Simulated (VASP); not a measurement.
Al27O, 28 atoms in the cell. The cell holds a slab with vacuum, 28 atoms: a = 8.591 Å, b = 8.591 Å, c = 17.050 Å, α = 90.00°, β = 90.00°, γ = 90.00°. The cell was built by a generator and needn't be a form met in nature.

| Property | Result |
| --- | --- |
| Program | VASP 6.6.1 |
| Task | single point |
| Functional | PBE |
| Potentials or basis | VASP PAW PBE potentials, release 64 (Al, O) |
| Cutoff | 520 eV |
| k mesh | 1 × 1 × 1 |
| Occupations | fermi-dirac, width 0.1 eV |
| Spin | no spin polarisation |
| Dipole correction | no |
| Further INCAR settings | LREAL = Auto; ALGO = Fast; EDIFF = 1e-06; NBANDS = 64 |

Potentials or basis: VASP PAW PBE potentials, release 64 (Al, O).

Launch:

```bash
$ cat potpaw_PBE.64/Al/POTCAR potpaw_PBE.64/O/POTCAR > POTCAR
$ mpirun -np 1 vasp_gam > vasp.out
```

Hardware: 1 thread of AMD EPYC 7R13 Processor (Zen 3), on a shared host.

Estimate the wall time of this run.

Run time: 6.5 min on 1 thread of AMD EPYC 7R13 Processor (Zen 3), on a shared host, peak memory 0.85 GiB. Counts: scf iterations 23, k points 1.
